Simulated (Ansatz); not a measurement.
# Platinum, simple cubic under r²SCAN: structure, energy and stiffness, part 2 of 3

What does r²SCAN give for platinum in the simple cubic structure? We relax it, solve it on a dense k-mesh, switch on spin-orbit coupling, then scale the cell to 7 volumes from 88 to 112 % of the relaxed one and try a fit of the equation of state. The k-meshes are 12×12×12 for the relaxation; 20×20×20 for the dense run; 12×12×12 for spin-orbit coupling; 14×14×14 for the volumes.

Ansatz 0.2.0; DFT, r2SCAN, plane waves (500 eV) with PAW, scalar-relativistic. The steps go on from the part before.

## Step 3: The energy on a finer k-mesh

This is Pt in the simple cubic structure; at room conditions it is fcc.

Contents of input.yaml:

```yaml
crystal:
  lattice:
    - [2.604150106, 0.0, 0.0]
    - [0.0, 2.604150106, 0.0]
    - [0.0, 0.0, 2.604150106]
  atoms:
    - { symbol: Pt, position: [0.0, 0.0, 0.0] }
hamiltonian:
  xc: r2scan
  pseudopotentials:
    kind: paw
    azcp:
      Pt: "pseudopotentials/Pt.paw.azcp"
basis:
  ecutwfc: 500
  fft_grid_basis: typed
kpoints:
  mp_grid: { grid: [20, 20, 20], shift: [0, 0, 0] }
magnetization:
  spin_polarized: false
scf:
  occupations: { method: fermi_dirac, width: 0.1 }
```

Run with:

```
$ ansatz run input.yaml --threads 1 --pin off --max-ram 3584MiB --backend cpu --events-out ev --progress --plain --runs-dir out
```

Output, shortened:

```text
[...]
Pseudopotentials: kind: paw
Pseudopotential: Pt, paw, valence charge 18, recommended cutoff 500 eV (meta_gga), <dir>
Functional definition: r2SCAN
[...]
Crystal: 1 atoms, lattice volume = 17.660 Å³
Basis set: ecut = 500 eV, 461 PW (Γ), exchange–correlation on 80×80×80 points (64 copies of the dense FFT grid, shifted against one another)
Bands: 13, of which v1, the nominal top of the filled ones, is band 9 counted from 1 (8 counted from 0)
[...]
SCF iter   6: F=-12536.378200 eV  HF=-12536.378200 eV  |F-HF|=6.46e-10  |Δ(HF+E_count)|=   2.97e-8  Δρ=3.54e-6  dr2=1.38e-9  dr2_τ=2.85e-10  ethr=1.00e-10  ⟨swp⟩=1.0  Hψ=10094  notcnv=0
[...]
SCF converged after 6 iterations
Free energy (F): -12536.378200 eV
[...]
E sigma→0 (E₀):  -12536.356649 eV
Entropy (-TS):   -0.043100 eV (-43.100 meV/atom)
Fermi energy:    18.660467 eV
[...]
```

Run time: 8.1 s. Hardware: 1 thread of Intel Xeon Platinum 8259CL at 2.50GHz (Skylake/Cascade Lake), shared host; peak memory 0.54 GiB.

## Step 4: A two-component run at the same geometry

input.yaml: that of step 3 with these lines changed.

```diff
@@ -10,3 +10,3 @@
   pseudopotentials:
-    kind: paw
+    kind: paw_fr
     azcp:
@@ -17,6 +17,12 @@
 kpoints:
-  mp_grid: { grid: [20, 20, 20], shift: [0, 0, 0] }
+  mp_grid: { grid: [12, 12, 12], shift: [0, 0, 0] }
 magnetization:
-  spin_polarized: false
+  noncollinear: true
+  spin_orbit: true
 scf:
   occupations: { method: fermi_dirac, width: 0.1 }
+output:
+  write_density: true
+  write_potential: true
+  elf: true
+  volumetric_format: npy
```

Run with:

```
$ ansatz run input.yaml --threads 1 --pin off --max-ram 3584MiB --backend cpu --events-out ev --progress --plain --runs-dir out
```

Output:

```text
Engine: ansatz 0.2.0, x86_64-unknown-linux-gnu
Pseudopotentials: kind: paw_fr
Pseudopotential: Pt, paw_fr, valence charge 18, recommended cutoff 500 eV (meta_gga), <dir>
Functional definition: r2SCAN
  parameter k0 = 0.174
  parameter k1 = 0.065
  parameter a1 = 4.9479
  exchange = r2scan_x(k0 = k0, k1 = k1, a1 = a1)
  correlation = r2scan_c
non-collinear run that drives no moment, with spin-orbit: no starting moment large enough to seed its density (crystal.atoms[].spin), no starting occupations that ask for one, no magnetisation constraint and no magnetic field, so the semilocal B_xc is pinned to zero
Crystal: 1 atoms, lattice volume = 17.660 Å³
Basis set: ecut = 500 eV, 461 PW (Γ), exchange–correlation on 80×80×80 points (64 copies of the dense FFT grid, shifted against one another)
Bands: 26, of which v1, the nominal top of the filled ones, is band 18 counted from 1 (17 counted from 0)
Symmetry: 48 space group operations + 48 with time reversal
Magnetic group: BNS 221.93 (UNI 1595), of the structure as read, at distance tolerance 2.6e-5 Å
k-points: 84 of 1728
Projection manifold: j_resolved (fully-relativistic pseudo-atomic orbitals)
Non-local potential: Pt, projectors of the file, l = 0: 3, l = 1: 4, l = 2: 4, l = 3: 2
PAW form: soft (Blöchl's): semilocal exchange-correlation on the pseudo side does not see the compensation charge
PAW frozen core: Pt, regenerated for the run's functional (the file was generated under x = pbe(κ = 0.804, μ = 0.2195149727645171), c = pbe(β = 0.06672455060314922))
PAW one-centre angular grid: Pt, 590 points (default); XC on 160 Gauss nodes
Initial density: superposition of atomic densities (chi_scale 0.1, normalization cell)
Initial wavefunctions: pseudopotential atomic-orbital guess
Functional: x = r2scan, c = r2scan; τ floored in thin density (d = 2e-4 eV/Å³)
SCF iter   1: F=—  HF=-12511.627899 eV  |F-HF|=—  |Δ(HF+E_count)|=         —  Δρ=6.38e-2  dr2=6.13e-1  dr2_τ=6.18e-3  dr2_m=0.00e0 (ungated)  ethr=3.10e-3  |M|=0.00e0 ∫|m|=0.00e0 μB  |m|>n=0.0e0 m-floor=0.0e0 τ_xc=0.0e0  β_m=0.30  ⟨swp⟩=6.1  Hψ=5050  notcnv=0  defer=54
preconditioner: auto → none  [metal: Δε(μ)=0.005 eV  Ē_g=13.543 eV  σ=0.100 eV  W_gap=0.01  n_scr=6 (ndim 8)  ℏωp=27.9 eV  f_vac=0.000  D(μ)=1.10/eV (n_scr^D=6)  sad-step TF]
SCF iter   2: F=—  HF=-12511.541245 eV  |F-HF|=—  |Δ(HF+E_count)|=   8.67e-2  Δρ=4.36e-2  dr2=2.60e-1  dr2_τ=4.09e-3  dr2_m=0.00e0 (ungated)  ethr=3.10e-3  |M|=0.00e0 ∫|m|=0.00e0 μB  |m|>n=0.0e0 m-floor=0.0e0 τ_xc=0.0e0  β_m=0.57  ⟨swp⟩=2.0  Hψ=1598  notcnv=0  defer=180
SCF iter   3: F=—  HF=-12511.512059 eV  |F-HF|=—  |Δ(HF+E_count)|=   2.92e-2  Δρ=7.06e-3  dr2=5.21e-3  dr2_τ=1.31e-4  dr2_m=0.00e0 (ungated)  ethr=1.44e-3  |M|=0.00e0 ∫|m|=0.00e0 μB  |m|>n=0.0e0 m-floor=0.0e0 τ_xc=0.0e0  β_m=0.76  ⟨swp⟩=2.2  Hψ=1652  notcnv=0  defer=216
SCF iter   4: F=—  HF=-12511.514042 eV  |F-HF|=—  |Δ(HF+E_count)|=   1.98e-3  Δρ=2.46e-3  dr2=1.18e-3  dr2_τ=2.85e-5  dr2_m=0.00e0 (ungated)  ethr=2.89e-5  |M|=0.00e0 ∫|m|=0.00e0 μB  |m|>n=0.0e0 m-floor=0.0e0 τ_xc=0.0e0  β_m=0.69  ⟨swp⟩=2.0  Hψ=1520  notcnv=0  defer=216
SCF iter   5: F=—  HF=-12511.513703 eV  |F-HF|=—  |Δ(HF+E_count)|=   3.38e-4  Δρ=5.14e-4  dr2=5.27e-5  dr2_τ=5.60e-7  dr2_m=0.00e0 (ungated)  ethr=6.58e-6  |M|=0.00e0 ∫|m|=0.00e0 μB  |m|>n=0.0e0 m-floor=0.0e0 τ_xc=0.0e0  β_m=0.85  ⟨swp⟩=2.5  Hψ=1460  notcnv=0  defer=216
SCF iter   6: F=—  HF=-12511.513682 eV  |F-HF|=—  |Δ(HF+E_count)|=   2.16e-5  Δρ=8.99e-5  dr2=1.66e-6  dr2_τ=1.63e-8  dr2_m=0.00e0 (ungated)  ethr=2.93e-7  |M|=0.00e0 ∫|m|=0.00e0 μB  |m|>n=0.0e0 m-floor=0.0e0 τ_xc=0.0e0  β_m=0.84  ⟨swp⟩=2.4  Hψ=1451  notcnv=0  defer=216
SCF iter   7: F=-12511.513681 eV  HF=-12511.513681 eV  |F-HF|=1.93e-9  |Δ(HF+E_count)|=   3.69e-7  Δρ=5.92e-6  dr2=5.62e-9  dr2_τ=3.84e-10  dr2_m=0.00e0 (ungated)  ethr=5.56e-10  |M|=0.00e0 ∫|m|=0.00e0 μB  |m|>n=0.0e0 m-floor=0.0e0 τ_xc=0.0e0  ⟨swp⟩=6.9  Hψ=4490  notcnv=0
SCF 1 converged in 7 iterations: F = -12511.513681 eV  dr2 = 5.62e-9
SCF converged after 7 iterations
Magnetization: |M| = 0.0000 μB,  M = (+0.0000, +0.0000, +0.0000) μB
Absolute magnetization: 0.0000 μB (∫|m|)
  site 0: m = (+0.0000, +0.0000, +0.0000) μB, |m| = 0.0000 μB  (R = 1.07 Å)
Free energy (F): -12511.513681 eV
Harris-Foulkes:  -12511.513681 eV  (|F-HF|=1.93e-9)
Internal energy: -12511.477704 eV  (E = F + TS)
E sigma→0 (E₀):  -12511.495692 eV
Entropy (-TS):   -0.035978 eV (-35.978 meV/atom)
Fermi energy:    18.738905 eV
--- Per-component energies (eV) ---
  E_band       = -224.447030
  E_kinetic    = 637.881516
  E_local      = -1758.396085  (includes V_loc(G=0)·N_el)
  E_nonlocal   = 190.497327
  E_hartree    = 657.455716
  E_xc         = -250.014373
  E_vxc        = -337.424779  (∫ρ·V_xc dr)
  E_paw        = -9447.062390  (= ΣΔE_a)
  E_vpaw       = -293.533160  (= ΣTr[D̂ρ^β])
  E_aug_tail   = 0.000113  (compensation charges beyond the density's cutoff)
  E_vtau       = 21.619883  (kinetic-family band-sum trace: ∫τ·v_τ [+ j·A + Jᵃ·Aᵃ] dr)
  E_ewald      = -2541.591052
  E_core_change = -0.248476  (= ΣΔE_core)
  E_smearing   = -0.035978  (= −TS)
  E_closure    = 0.000000  (closes the sum)
  Σ components = -12511.513681   (vs F -12511.513681, Δ=0.00e0)
--- Band table (eV; the first three rows and the last of 84) ---
  k-point 0: bands = ["-81.3074", "-81.3074", "-45.7557", "-45.7557", "-30.8294", "-30.8294", "-30.8294", "-30.8294", "9.9480", "9.9480", "12.5764", "12.5764", "12.5764", "12.5764", "18.6534", "18.6534", "18.6534", "18.6534", "19.6470", "19.6470", "33.2674", "33.2674", "35.2223", "35.2223", "35.2223", "35.2223"]
  k-point 1: bands = ["-81.3053", "-81.3053", "-45.7612", "-45.7612", "-30.8588", "-30.8588", "-30.8256", "-30.8256", "10.1530", "10.1530", "12.6133", "12.6133", "12.7626", "12.7626", "18.4719", "18.4719", "18.5944", "18.5944", "19.5292", "19.5292", "32.8185", "32.8185", "34.7200", "34.7200", "35.5908", "35.5908"]
  k-point 2: bands = ["-81.2996", "-81.2996", "-45.7762", "-45.7762", "-30.9382", "-30.9382", "-30.8153", "-30.8153", "10.6887", "10.6887", "12.7155", "12.7155", "13.3533", "13.3533", "18.0107", "18.0107", "18.3423", "18.3423", "19.3319", "19.3319", "30.7541", "30.7541", "35.3333", "35.3333", "36.5896", "36.5896"]
  k-point 83: bands = ["-81.2151", "-81.2151", "-45.9871", "-45.9871", "-31.3447", "-31.3447", "-31.3447", "-31.3447", "13.2338", "13.2338", "13.2338", "13.2338", "13.9376", "13.9376", "20.9820", "20.9820", "20.9820", "20.9820", "26.8764", "26.8764", "29.3360", "29.3360", "30.2915", "30.2915", "30.2915", "30.2915"]
```

Wall time 21 s (1 thread of Intel Xeon Platinum 8259CL at 2.50GHz (Skylake/Cascade Lake), shared host); peak memory 0.54 GiB.

Side by side:

```tsv
	scalar-relativistic	with spin-orbit coupling
k-mesh	20×20×20	12×12×12
gap on the mesh	none (levels filled in part)	none (levels filled in part)
```

The meshes differ, so small differences between the columns need not come from spin-orbit coupling.

Density in a lattice plane of the grid's cell (edges 2.60 and 2.60 Å, at 0.000 of the third edge), which holds Pt.

Ten even steps from ' ' (0.14 e/Å³) to '@' (11.95 e/Å³):
```
@@@@%%##**==--....              ....--==**##%%@@
%%%%##**++==::....              ....::==++**##%%
##****++==--::..                  ..::--==++****
++++==----::..                      ..::----==++
------::::..                          ..::::----
..........                              ........
                                                
                                                
                                                
                                                
                                                
                                                
                                                
..........                              ........
------::::..                          ..::::----
++++==----::..                      ..::----==++
##****++==--::..                  ..::--==++****
%%%%##**++==::....              ....::==++**##%%
@@@@%%##**==--....              ....--==**##%%@@
@@@@@@##**==--::..              ..::--==**##@@@@
```
Columns run along the first of these edges and rows up along the second, over one cell in 24 and 20 even steps from the bottom left corner. Atoms in the plane (fractional): Pt at (0.00, 0.00).

ELF in the same plane.

Ten even steps from ' ' (0.13) to '@' (0.68):
```
@@@@@@@@@@%%##++==--------------==++##%%@@@@@@@@
@@@@@@@@@@%%##++==--------------==++##%%@@@@@@@@
@@@@@@@@@@%%**++==--::::--::::--==++**%%@@@@@@@@
%%%%%%%%%%##**==--::::::::::::::--==**##%%%%%%%%
########**++==----::::::::::::::----==++**######
++++++++====----::::::......::::::----====++++++
------------::::::..............::::::----------
--------::::::::......      ......::::::::------
------::::::::......          ......::::::::----
----------::::....              ....::::--------
------::::::::......          ......::::::::----
--------::::::::......      ......::::::::------
------------::::::..............::::::----------
++++++++====----::::::......::::::----====++++++
########**++==----::::::::::::::----==++**######
%%%%%%%%%%##**==--::::::::::::::--==**##%%%%%%%%
@@@@@@@@@@%%**++==--::::--::::--==++**%%@@@@@@@@
@@@@@@@@@@%%##++==--------------==++##%%@@@@@@@@
@@@@@@@@@@%%##++==--------------==++##%%@@@@@@@@
@@@@@@@@@@%%##++==--------------==++##%%@@@@@@@@
```
Columns run along the first of these edges and rows up along the second, over one cell in 24 and 20 even steps from the bottom left corner. Atoms in the plane (fractional): Pt at (0.00, 0.00).

Both are smooth fields of the valence electrons: close to the nuclei they are not physical.

## Step 5: At 88 % of the relaxed volume

Contents of input.yaml:

```yaml
crystal:
  lattice:
    - [2.4955153057, 0.0, 0.0]
    - [0.0, 2.4955153057, 0.0]
    - [0.0, 0.0, 2.4955153057]
  atoms:
    - { symbol: Pt, position: [0.0, 0.0, 0.0] }
hamiltonian:
  xc: r2scan
  pseudopotentials:
    kind: paw
    azcp:
      Pt: "pseudopotentials/Pt.paw.azcp"
basis:
  ecutwfc: 500
  fft_grid_basis: typed
kpoints:
  mp_grid: { grid: [14, 14, 14], shift: [0, 0, 0] }
magnetization:
  spin_polarized: false
scf:
  occupations: { method: fermi_dirac, width: 0.1 }
  lower_state_search: "off"
output:
  stress: true
```

Run with:

```
$ ansatz run input.yaml --threads 1 --pin off --max-ram 3584MiB --backend cpu --events-out ev --progress --plain --runs-dir out
```

Output, shortened:

```text
[...]
Pseudopotentials: kind: paw
Pseudopotential: Pt, paw, valence charge 18, recommended cutoff 500 eV (meta_gga), <dir>
Functional definition: r2SCAN
[...]
Crystal: 1 atoms, lattice volume = 15.541 Å³
Basis set: ecut = 500 eV, 389 PW (Γ), exchange–correlation on 80×80×80 points (64 copies of the dense FFT grid, shifted against one another)
Bands: 13, of which v1, the nominal top of the filled ones, is band 9 counted from 1 (8 counted from 0)
[...]
SCF converged after 6 iterations
Free energy (F): -12536.154519 eV
[...]
E sigma→0 (E₀):  -12536.135944 eV
Entropy (-TS):   -0.037150 eV (-37.150 meV/atom)
Fermi energy:    22.256038 eV
[...]
--- Stress (GPa, compression-positive) ---
       36.863261       0.000000       0.000000
       -0.000000      36.863261       0.000000
        0.000000       0.000000      36.863261
  P = ⅓ Tr σ = 36.8633 GPa (368.633 kbar)
```

Wall time 5.9 s (1 thread of Intel Xeon Platinum 8259CL at 2.50GHz (Skylake/Cascade Lake), shared host); peak memory 0.51 GiB.

## Step 6: At 92 % of the relaxed volume

input.yaml: that of step 5 with these lines changed.

```diff
@@ -2,5 +2,5 @@
   lattice:
-    - [2.4955153057, 0.0, 0.0]
-    - [0.0, 2.4955153057, 0.0]
-    - [0.0, 0.0, 2.4955153057]
+    - [2.5327672949, 0.0, 0.0]
+    - [0.0, 2.5327672949, 0.0]
+    - [0.0, 0.0, 2.5327672949]
   atoms:
```

Run with:

```
$ ansatz run input.yaml --threads 1 --pin off --max-ram 3584MiB --backend cpu --events-out ev --progress --plain --runs-dir out
```

Output, shortened:

```text
[...]
Pseudopotentials: kind: paw
Pseudopotential: Pt, paw, valence charge 18, recommended cutoff 500 eV (meta_gga), <dir>
Functional definition: r2SCAN
[...]
Crystal: 1 atoms, lattice volume = 16.247 Å³
Basis set: ecut = 500 eV, 437 PW (Γ), exchange–correlation on 80×80×80 points (64 copies of the dense FFT grid, shifted against one another)
Bands: 13, of which v1, the nominal top of the filled ones, is band 9 counted from 1 (8 counted from 0)
[...]
SCF converged after 6 iterations
Free energy (F): -12536.281667 eV
[...]
E sigma→0 (E₀):  -12536.261672 eV
Entropy (-TS):   -0.039989 eV (-39.989 meV/atom)
Fermi energy:    20.951266 eV
[...]
--- Stress (GPa, compression-positive) ---
       21.464236       0.000000       0.000000
        0.000000      21.464236       0.000000
        0.000000       0.000000      21.464236
  P = ⅓ Tr σ = 21.4642 GPa (214.642 kbar)
```

Wall time 5.2 s (1 thread of Intel Xeon Platinum 8259CL at 2.50GHz (Skylake/Cascade Lake), shared host); peak memory 0.51 GiB.

## Step 7: At 96 % of the relaxed volume

input.yaml: that of step 6 with these lines changed.

```diff
@@ -2,5 +2,5 @@
   lattice:
-    - [2.5327672949, 0.0, 0.0]
-    - [0.0, 2.5327672949, 0.0]
-    - [0.0, 0.0, 2.5327672949]
+    - [2.5689545739, 0.0, 0.0]
+    - [0.0, 2.5689545739, 0.0]
+    - [0.0, 0.0, 2.5689545739]
   atoms:
```

Run with:

```
$ ansatz run input.yaml --threads 1 --pin off --max-ram 3584MiB --backend cpu --events-out ev --progress --plain --runs-dir out
```

Output, shortened:

```text
[...]
Pseudopotentials: kind: paw
Pseudopotential: Pt, paw, valence charge 18, recommended cutoff 500 eV (meta_gga), <dir>
Functional definition: r2SCAN
[...]
Crystal: 1 atoms, lattice volume = 16.954 Å³
Basis set: ecut = 500 eV, 437 PW (Γ), exchange–correlation on 80×80×80 points (64 copies of the dense FFT grid, shifted against one another)
Bands: 13, of which v1, the nominal top of the filled ones, is band 9 counted from 1 (8 counted from 0)
[...]
SCF converged after 6 iterations
Free energy (F): -12536.348843 eV
[...]
E sigma→0 (E₀):  -12536.327552 eV
Entropy (-TS):   -0.042583 eV (-42.583 meV/atom)
Fermi energy:    19.759256 eV
[...]
--- Stress (GPa, compression-positive) ---
        9.505118       0.000000       0.000000
        0.000000       9.505118       0.000000
        0.000000       0.000000       9.505118
  P = ⅓ Tr σ = 9.5051 GPa (95.051 kbar)
```

It took 4.6 s on 1 thread of Intel Xeon Platinum 8259CL at 2.50GHz (Skylake/Cascade Lake), shared host; peak memory 0.52 GiB.

## Step 8: At 100 % of the relaxed volume

input.yaml: that of step 7 with these lines changed.

```diff
@@ -2,5 +2,5 @@
   lattice:
-    - [2.5689545739, 0.0, 0.0]
-    - [0.0, 2.5689545739, 0.0]
-    - [0.0, 0.0, 2.5689545739]
+    - [2.604150106, 0.0, 0.0]
+    - [0.0, 2.604150106, 0.0]
+    - [0.0, 0.0, 2.604150106]
   atoms:
```

Run with:

```
$ ansatz run input.yaml --threads 1 --pin off --max-ram 3584MiB --backend cpu --events-out ev --progress --plain --runs-dir out
```

Output, shortened:

```text
[...]
Pseudopotentials: kind: paw
Pseudopotential: Pt, paw, valence charge 18, recommended cutoff 500 eV (meta_gga), <dir>
Functional definition: r2SCAN
[...]
Crystal: 1 atoms, lattice volume = 17.660 Å³
Basis set: ecut = 500 eV, 461 PW (Γ), exchange–correlation on 80×80×80 points (64 copies of the dense FFT grid, shifted against one another)
Bands: 13, of which v1, the nominal top of the filled ones, is band 9 counted from 1 (8 counted from 0)
[...]
SCF converged after 6 iterations
Free energy (F): -12536.369353 eV
[...]
E sigma→0 (E₀):  -12536.346840 eV
Entropy (-TS):   -0.045026 eV (-45.026 meV/atom)
Fermi energy:    18.663839 eV
[...]
--- Stress (GPa, compression-positive) ---
        0.187865       0.000000       0.000000
        0.000000       0.187865       0.000000
        0.000000       0.000000       0.187865
  P = ⅓ Tr σ = 0.1879 GPa (1.879 kbar)
```

It took 6.5 s on 1 thread of Intel Xeon Platinum 8259CL at 2.50GHz (Skylake/Cascade Lake), shared host; peak memory 0.52 GiB.

(Continued in part 3 of 3.)
